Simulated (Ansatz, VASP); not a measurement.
**Two plane-wave programs on AlAu2**

```
Al Au
1.0
    -1.67151    1.67151    4.39908
     1.67151   -1.67151    4.39908
     1.67151    1.67151   -4.39908
Al Au
1 2
Direct
  0.00000 0.00000 0.00000
  0.65627 0.65627 0.00000
  0.34373 0.34373 0.00000
```

The cell comes from a database or a generator and needn't be the stable form of this composition.

Alike in both runs: task single point; functional PBEsol; k mesh 8 × 8 × 8; occupations gaussian, width 0.1 eV; no spin polarisation.

|  | VASP | Ansatz |
| --- | --- | --- |
| version | VASP 6.6.1 | Ansatz 0.2.0 |
| potentials or method | VASP PAW PBE potentials, release 64 (Al, Au) | scalar-relativistic, plane waves, PAW |
| plane-wave cutoff (eV) | 520 | 420 |
| valence electrons in the cell | 25 | 41 |

```csv
,VASP,Ansatz,Ansatz less VASP
gap on the k mesh at the Fermi level (eV),none,none,-
pressure (GPa),-2.6,-2.3,+0.25
largest component of the traceless stress (GPa),0.48,0.53,+0.051
rms of the force components (eV/Å),0.026,0.025,-0.0008
```

Atom by atom the forces differ by 0.001 eV/Å (rms over components). A gap of «none» marks a metal or a gap that the smearing closes. With one functional, cell and mesh, what is left measures potentials, basis and numerics. The two sets of potentials don't hold the same shells in valence.

Caveats: the PAW data sets were made with another functional, which shifts forces and pressure a little (VASP). The runs have no spin-orbit coupling, so splittings on Au are missing.
